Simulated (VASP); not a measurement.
# BAs in VASP: settings compared

One sheet, BAs, is run at these levels: PBE0, r2SCAN; tasks: work function.

Everything below comes from runs of VASP 6.6.1. Logs are shortened: lines on timing, memory, paths and dates and some standing lists are left out, and cuts for length are marked.

## (1) Starting point

The cell holds a sheet with vacuum, 2 atoms: a = 3.364 Å, b = 3.364 Å, c = 16.000 Å, α = 90.00°, β = 90.00°, γ = 120.00°.

The cell was built by a generator and needn't be a form met in nature.

## (2) Work function, PBE0

The input, POSCAR:

```
BAs                                     
1.0
    3.3641075122      0.0000000000      0.0000000000
   -1.6820537561      2.9134025619      0.0000000000
    0.0000000000      0.0000000000     16.0000000000
  B               As            
     1     1
Direct
     0.3333330000000032    0.6666669999999968    0.5000000000000000
     0.6666669999999968    0.3333330000000032    0.5000000000000000
```

The input, INCAR.step1:

```
SYSTEM = BAs
PREC = Accurate ; ENCUT = 520
EDIFF = 1E-5 ; ISMEAR = 0
SIGMA = 0.03 ; LREAL = .False.
LASPH = .True. ; NELM = 60
ALGO = Normal ; ISIF = 2
LWAVE = .True. ; LDIPOL = .True.
IDIPOL = 3 ; DIPOL = 0.5 0.5 0.500
GGA = PE ; KPAR = 4
```

The input, INCAR.step2:

```
SYSTEM = BAs
PREC = Accurate ; ENCUT = 520
EDIFF = 1E-6 ; ISMEAR = 0
SIGMA = 0.03 ; LREAL = .False.
LASPH = .True. ; NELM = 60
ALGO = Normal ; ISIF = 2
LWAVE = .False. ; LCHARG = .True.
LDIPOL = .True. ; IDIPOL = 3
DIPOL = 0.5 0.5 0.500 ; GGA = PE
LHFCALC = .True. ; AEXX = 0.25
PRECFOCK = Fast ; LVHAR = .True.
LVACPOTAV = .True. ; ISTART = 1
KPAR = 4
```

The input, KPOINTS:

```
Automatic mesh
0
Gamma
  6 6 1
  0 0 0
```

Potentials or basis: VASP PAW PBE potentials, release 64 (B, As).

Run with:

```bash
> cat potpaw_PBE.64/B/POTCAR potpaw_PBE.64/As/POTCAR > POTCAR
> cp INCAR.step1 INCAR
> mpirun -np 4 vasp_std > vasp.out
> cp INCAR.step2 INCAR
> mpirun -np 4 vasp_std > vasp.out
```

OUTCAR:

```text
SYSTEM = BAs
   PREC = Accurate
   ENCUT = 520
   EDIFF = 1E-6
   ISMEAR = 0
   LREAL = .False.
   LASPH = .True.
   NELM = 60
   ISIF = 2
   GGA = PE
   LHFCALC = .True.
   AEXX = 0.25
   PRECFOCK = Fast
   ISTART = 1

 ion  position               nearest neighbor table
   1  0.333  0.667  0.500-   2 1.94   2 1.94   2 1.94
   2  0.667  0.333  0.500-   1 1.94   1 1.94   1 1.94

  LATTYP: Found a hexagonal cell.
 ALAT       =     3.3641075122
 C/A-ratio  =     4.7560905655

  Lattice vectors:

 A1 = (   3.3641075122,   0.0000000000,   0.0000000000)
 A2 = (  -1.6820537561,   2.9134025619,   0.0000000000)
 A3 = (   0.0000000000,   0.0000000000,  16.0000000000)

Analysis of symmetry for initial positions (statically):
=====================================================================
 Subroutine PRICEL returns:
 Original cell was already a primitive cell.

 Routine SETGRP: Setting up the symmetry group for a
 hexagonal supercell.

 Subroutine GETGRP returns: Found 12 space group operations
 (whereof 12 operations were pure point group operations)
 out of a pool of 24 trial point group operations.

The static configuration has the point symmetry D_3h.

Analysis of symmetry for dynamics (positions and initial velocities):
=====================================================================
 Subroutine PRICEL returns:
 Original cell was already a primitive cell.

 Routine SETGRP: Setting up the symmetry group for a
 hexagonal supercell.

 Subroutine GETGRP returns: Found 12 space group operations
 (whereof 12 operations were pure point group operations)
 out of a pool of 24 trial point group operations.

The dynamic configuration has the point symmetry D_3h.

 Subroutine INISYM returns: Found 12 space group operations
 (whereof 12 operations are pure point group operations),
 and found     1 'primitive' translations

----------------------------------------------------------------------------------------

                                     Primitive cell

  volume of cell :     156.8160

  direct lattice vectors                    reciprocal lattice vectors
     3.364107512  0.000000000  0.000000000     0.297255660  0.171620636  0.000000000
    -1.682053756  2.913402562  0.000000000     0.000000000  0.343241272  0.000000000
     0.000000000  0.000000000 16.000000000     0.000000000  0.000000000  0.062500000

  length of vectors
     3.364107512  3.364107508 16.000000000     0.343241271  0.343241272  0.062500000

  position of ions in fractional coordinates (direct lattice)
     0.333333000  0.666667000  0.500000000
     0.666667000  0.333333000  0.500000000

  ion indices of the primitive-cell ions
   primitive index   ion index
                 1           1
                 2           2

----------------------------------------------------------------------------------------

 KPOINTS: Automatic mesh

Automatic generation of k-mesh.
 Grid dimensions read from file:
 generate k-points for:    6    6    1

 Generating k-lattice:

  Cartesian coordinates                     Fractional coordinates (reciprocal lattice)
     0.049542610  0.028603439  0.000000000     0.166666667  0.000000000  0.000000000
     0.000000000  0.057206879  0.000000000     0.000000000  0.166666667  0.000000000
     0.000000000  0.000000000  0.062500000     0.000000000  0.000000000  1.000000000

  Length of vectors
     0.057206879  0.057206879  0.062500000

  Shift w.r.t. Gamma in fractional coordinates (k-lattice)
     0.000000000  0.000000000  0.000000000

 Subroutine IBZKPT returns following result:
 ===========================================

 Found      7 irreducible k-points:

 Following reciprocal coordinates:
            Coordinates               Weight
  0.000000  0.000000  0.000000      1.000000
  0.166667  0.000000  0.000000      6.000000
  0.333333  0.000000  0.000000      6.000000
  0.500000  0.000000  0.000000      3.000000
  0.166667  0.166667  0.000000      6.000000
  0.333333  0.166667  0.000000     12.000000
  0.333333  0.333333  0.000000      2.000000
   k-points           NKPTS =      7   k-points in BZ     NKDIM =     36   number of bands    NBANDS=      8
   number of dos      NEDOS =    301   number of ions     NIONS =      2
   total plane-waves  NPLWV =  94080
   dimension x,y,z NGX =    28 NGY =   28 NGZ =  120
   dimension x,y,z NGXF=    56 NGYF=   56 NGZF=  240
   ions per type =               1   1
   NGX,Y,Z   is equivalent  to a cutoff of  13.84, 13.84, 12.47 a.u.
   NGXF,Y,Z  is equivalent  to a cutoff of  27.67, 27.67, 24.94 a.u.
 SYSTEM =  BAs
   PREC   = accura    normal or accurate (medium, high low for compatibility)
   ISTART =      1    job   : 0-new  1-cont  2-samecut
   ICHARG =      0    charge: 1-file 2-atom 10-const
   ISPIN  =      1    spin polarized calculation?
   LNONCOLLINEAR =      F non collinear calculations
   LSORBIT =      F    spin-orbit coupling
   LASPH  =      T    aspherical Exc in radial PAW
   ENCUT  =  520.0 eV  38.22 Ry    6.18 a.u.   6.26  6.26 29.75*2*pi/ulx,y,z
   NELM   =     60;   NELMIN=  2; NELMDL=  0     # of ELM steps
   EDIFF  = 0.1E-05   stopping-criterion for ELM
   LREAL  =      F    real-space projection
   EDIFFG = 0.1E-04   stopping-criterion for IOM
   NSW    =      0    number of steps for IOM
   IBRION =     -1    ionic relax: 0-MD 1-quasi-New 2-CG
   NFREE  =      0    steps in history (QN), initial steepest desc. (CG)
   ISIF   =      2    stress and relaxation
   ISYM   =      3    0-nonsym 1-usesym 2-fastsym
   POTIM  = 0.5000    time-step for ionic-motion
   TEBEG  =    0.0;   TEEND  =   0.0 temperature during run
   PSTRESS=    0.0 pullay stress
   NELECT =       8.0000    total number of electrons
   NUPDOWN=      -1.0000    fix difference up-down
   EMIN   =  10.00;   EMAX   =-10.00  energy-range for DOS
   EFERMI =   0.00;   METHOD = LEGACY
   ISMEAR =     0;   SIGMA  =   0.03  broadening in eV -4-tet -1-fermi 0-gaus
   EFERMI_NEDOS =   21; number of points for ismear=-14 and -15
   IALGO  =     38    algorithm
   IMIX   =      1    mixing-type and parameters
     AMIX     =   0.40;   BMIX     =  1.00
     AMIX_MAG =   1.60;   BMIX_MAG =  1.00
  volume/ion in A,a.u.               =      78.41       529.12
  Fermi-wavevector in a.u.,A,eV,Ry     =   0.607167  1.147379  5.015809  0.368652
  Thomas-Fermi vector in A             =   1.661529
   LORBIT       =      0    0 simple, 1 ext, 2 COOP (PROOUT), +10 PAW based schemes
   GGA     = PE    functional components
   LHFCALC =     T    Hartree Fock is set to
   PRECFOCK=fast      Normal, Fast or Accurate (Low or Medium for compatibility)
   ENCUT4O =  -1.0   cutoff for four orbital integrals eV
   NKREDX  =     1    reduce k-point grid by
   NKREDY  =     1    reduce k-point grid by
   NKREDZ  =     1    reduce k-point grid by
   AEXX    =    0.2500 exact exchange contribution
   HFSCREEN=    0.0000 screening length (either q_TF or 0.3 A-1)
   HFSCREENC=   0.0000 screening length for correlation (either q_TF or 0.3 A-1)
   ENCUTFOCK=  -1.0 apply spherical cutoff to Coloumb kernel
   IVDW    =     0    specifies the selected vdW correction
   LEPSILON=     F    determine dielectric tensor
   LRPA    =     F    only Hartree local field effects (RPA)
 non-spin polarized calculation
 Gauss-broadening in eV      SIGMA  =   0.03
  energy-cutoff  :      520.00
  volume of cell :      156.82
 maximum number of plane-waves:      4235
 NGX is ok and might be reduce to    28
  NGX = 14; NGY = 14; NGZ = 70

 dipolmoment           0.000000      0.000000     -0.000000 electrons x Angstroem

 number of electron       8.0000000 magnetization

 dipolmoment           0.000000      0.000000      0.000000 electrons x Angstroem

 Free energy of the ion-electron system (eV)
  ---------------------------------------------------
  ext. energy  EPLUGINS =         0.00000000
  ---------------------------------------------------
  free energy    TOTEN  =       -13.28184948 eV

  energy without entropy =      -13.28184948  energy(sigma->0) =      -13.28184948

 E-fermi :  -3.4991     XC(G=0):  -2.0470

 val. band max:       -3.6413129248   @ k =   0.3333   0.3333   0.0000
 cond. band min:      -1.8525279247   @ k =   0.3333   0.3333   0.0000
 fundamental gap:      1.7887850002
 Fermi energy:        -3.4990835423

 k-point     1 :       0.0000    0.0000    0.0000
  band No.  band energies     occupation
      1     -19.2564      2.00000
      2      -8.3110      2.00000
      3      -5.5941      2.00000
      4      -5.5940      2.00000
      5       1.0623      0.00000
      6       1.9644      0.00000
      7       2.0872      0.00000
      8       2.3421      0.00000

 k-point     2 :       0.1667    0.0000    0.0000
  band No.  band energies     occupation
      1     -18.8236      2.00000
      2      -7.8037      2.00000
      3      -7.7754      2.00000
      4      -6.3566      2.00000
      5       1.5012      0.00000
      6       1.6263      0.00000
      7       2.5651      0.00000
      8       2.8137      0.00000

 k-point     3 :       0.3333    0.0000    0.0000
  band No.  band energies     occupation
      1     -17.6073      2.00000
      2     -11.1654      2.00000
      3      -7.4489      2.00000
      4      -6.3422      2.00000
      5       0.6303      0.00000
      6       1.0804      0.00000
      7       2.9982      0.00000
      8       4.0267      0.00000

 k-point     4 :       0.5000    0.0000    0.0000
  band No.  band energies     occupation
      1     -16.4789      2.00000
      2     -13.1046      2.00000
      3      -7.8784      2.00000
      4      -4.8841      2.00000
      5      -1.0735      0.00000
      6       0.2705      0.00000
      7       5.1067      0.00000
      8       5.6120      0.00000

 k-point     5 :       0.1667    0.1667    0.0000
  band No.  band energies     occupation
      1     -17.9907      2.00000
      2      -9.9494      2.00000
      3      -7.9236      2.00000
      4      -6.8093      2.00000
      5       2.1246      0.00000
      6       2.4585      0.00000
      7       2.6509      0.00000
      8       3.5256      0.00000

 k-point     6 :       0.3333    0.1667    0.0000
  band No.  band energies     occupation
      1     -16.6100      2.00000
      2     -12.3928      2.00000
      3      -9.1453      2.00000
      4      -5.0267      2.00000
      5      -0.5459      0.00000
      6       2.4447      0.00000
      7       4.4093      0.00000
      8       4.9753      0.00000

 k-point     7 :       0.3333    0.3333    0.0000
  band No.  band energies     occupation
      1     -15.8767      2.00000
      2     -12.7800      2.00000
      3     -10.5430      2.00000
      4      -3.6413      2.00000
      5      -1.8525      0.00000
      6       4.0234      0.00000
      7       4.7665      0.00000
      8       6.2495      0.00000

------------------------ aborting loop because EDIFF is reached ----------------------------------------

  FORCE on cell =-STRESS in cart. coord.  units (eV):
  Direction    XX          YY          ZZ          XY          YZ          ZX
  --------------------------------------------------------------------------------------
  -------------------------------------------------------------------------------------
  Total       -0.0518297     -0.0518297     -0.0404779      0.0000000      0.0000000     -0.0000000
  in kB       -0.5295401     -0.5295401     -0.4135600      0.0000000      0.0000000     -0.0000000
  external PRESSURE =      -0.4908800 kB  Pullay stress =       0.0000000 kB

 VOLUME and BASIS-vectors are now :
 -----------------------------------------------------------------------------
  energy-cutoff  :      520.00
  volume of cell :      156.82
      direct lattice vectors                 reciprocal lattice vectors
     3.364107512  0.000000000  0.000000000     0.297255660  0.171620636  0.000000000
    -1.682053756  2.913402562  0.000000000     0.000000000  0.343241272  0.000000000
     0.000000000  0.000000000 16.000000000     0.000000000  0.000000000  0.062500000

 POSITION                                       TOTAL-FORCE (eV/Angst)
 -----------------------------------------------------------------------------------
     -0.00000      1.94227      8.00000         0.000000      0.000000      0.000000
      1.68206      0.97113      8.00000        -0.000000      0.000000      0.000000
 -----------------------------------------------------------------------------------
    total drift:                               -0.000116      0.000054      0.000001

  FREE ENERGIE OF THE ION-ELECTRON SYSTEM (eV)
  ---------------------------------------------------
  free  energy   TOTEN  =       -13.2818494757 eV

  energy  without entropy=      -13.2818494757  energy(sigma->0) =      -13.28184948

 vacuum level on the upper side and lower side of the slab         1.854         1.854
```

Wall time 17 s (4 MPI ranks of Intel Xeon 6975P-C (Granite Rapids), shared host); peak memory 0.29 GiB.

Results:

| Item | Value |
| --- | --- |
| Free energy | -13.2818 eV |
| Band gap on the k mesh | 1.79 eV, direct |
| Ionisation potential of the upper face | 5.50 eV |

Caveat: the PAW data sets were made with another functional, which shifts forces and pressure a little.

## (3) Work function, r2SCAN

The input, INCAR:

```
SYSTEM = BAs
PREC = Accurate ; ENCUT = 520
EDIFF = 1E-6 ; ISMEAR = 0
SIGMA = 0.03 ; LREAL = .False.
LASPH = .True. ; NELM = 60
ALGO = Normal ; ISIF = 2
LWAVE = .False. ; LCHARG = .True.
LDIPOL = .True. ; IDIPOL = 3
DIPOL = 0.5 0.5 0.500 ; METAGGA = R2SCAN
LMIXTAU = .True. ; LVHAR = .True.
LVACPOTAV = .True. ; KPAR = 4
```

The input, KPOINTS:

```
Automatic mesh
0
Gamma
  12 12 1
  0 0 0
```

POSCAR is that of step 2.

Potentials or basis: VASP PAW PBE potentials, release 64 (B, As).

Run with:

```bash
> cat potpaw_PBE.64/B/POTCAR potpaw_PBE.64/As/POTCAR > POTCAR
> mpirun -np 4 vasp_std > vasp.out
```

OUTCAR:

```text
SYSTEM = BAs
   PREC = Accurate
   ENCUT = 520
   EDIFF = 1E-6
   ISMEAR = 0
   LREAL = .False.
   LASPH = .True.
   NELM = 60
   ISIF = 2
   METAGGA = R2SCAN

 ion  position               nearest neighbor table
   1  0.333  0.667  0.500-   2 1.94   2 1.94   2 1.94
   2  0.667  0.333  0.500-   1 1.94   1 1.94   1 1.94

  LATTYP: Found a hexagonal cell.
 ALAT       =     3.3641075122
 C/A-ratio  =     4.7560905655

  Lattice vectors:
[... 396 lines left out ...]

  FORCE on cell =-STRESS in cart. coord.  units (eV):
  Direction    XX          YY          ZZ          XY          YZ          ZX
  --------------------------------------------------------------------------------------
  -------------------------------------------------------------------------------------
  Total        0.1527993      0.1527993     -0.0041783      0.0000000     -0.0000000      0.0000000
  in kB        1.5611388      1.5611388     -0.0426897      0.0000000     -0.0000000      0.0000000
  external PRESSURE =       1.0265293 kB  Pullay stress =       0.0000000 kB

 VOLUME and BASIS-vectors are now :
 -----------------------------------------------------------------------------
  energy-cutoff  :      520.00
  volume of cell :      156.82
      direct lattice vectors                 reciprocal lattice vectors
     3.364107512  0.000000000  0.000000000     0.297255660  0.171620636  0.000000000
    -1.682053756  2.913402562  0.000000000     0.000000000  0.343241272  0.000000000
     0.000000000  0.000000000 16.000000000     0.000000000  0.000000000  0.062500000

 POSITION                                       TOTAL-FORCE (eV/Angst)
 -----------------------------------------------------------------------------------
     -0.00000      1.94227      8.00000         0.000000     -0.000000      0.000000
      1.68206      0.97113      8.00000        -0.000000      0.000000      0.000000
 -----------------------------------------------------------------------------------
    total drift:                               -0.000128      0.000074      0.000000

  FREE ENERGIE OF THE ION-ELECTRON SYSTEM (eV)
  ---------------------------------------------------
  free  energy   TOTEN  =       -21.4151799743 eV

  energy  without entropy=      -21.4151799743  energy(sigma->0) =      -21.41517997

 vacuum level on the upper side and lower side of the slab         1.853         1.853
```

OSZICAR:

```text
N       E                     dE             d eps       ncg     rms          rms(c)
DAV:   1     0.358466459891E+02    0.35847E+02   -0.25863E+03   304   0.658E+02
DAV:   2    -0.199971932964E+02   -0.55844E+02   -0.50108E+02   456   0.964E+01
DAV:   3    -0.231543851464E+02   -0.31572E+01   -0.31572E+01   400   0.394E+01
[... 26 lines left out ...]
DAV:  30    -0.214150737711E+02   -0.34561E-03   -0.23849E-04   304   0.203E-01    0.408E-03
DAV:  31    -0.214151051307E+02   -0.31360E-04   -0.82125E-06   360   0.421E-02    0.321E-03
DAV:  32    -0.214151416827E+02   -0.36552E-04   -0.20553E-05   304   0.629E-02    0.115E-03
DAV:  33    -0.214151798328E+02   -0.38150E-04   -0.10054E-05   320   0.338E-02    0.126E-03
DAV:  34    -0.214151799743E+02   -0.14146E-06   -0.81982E-08   496   0.346E-03
   1 F= -.21415180E+02 E0= -.21415180E+02  d E =-.290234E-17
```

Wall time 53 s (4 MPI ranks of Intel Xeon 6975P-C (Granite Rapids), shared host); peak memory 0.33 GiB.

What came out:

* Free energy: -21.4152 eV
* Band gap on the k mesh: 0.98 eV, direct
* Ionisation potential of the upper face: 5.08 eV

Caveat: the PAW data sets were made with another functional, which shifts forces and pressure a little.
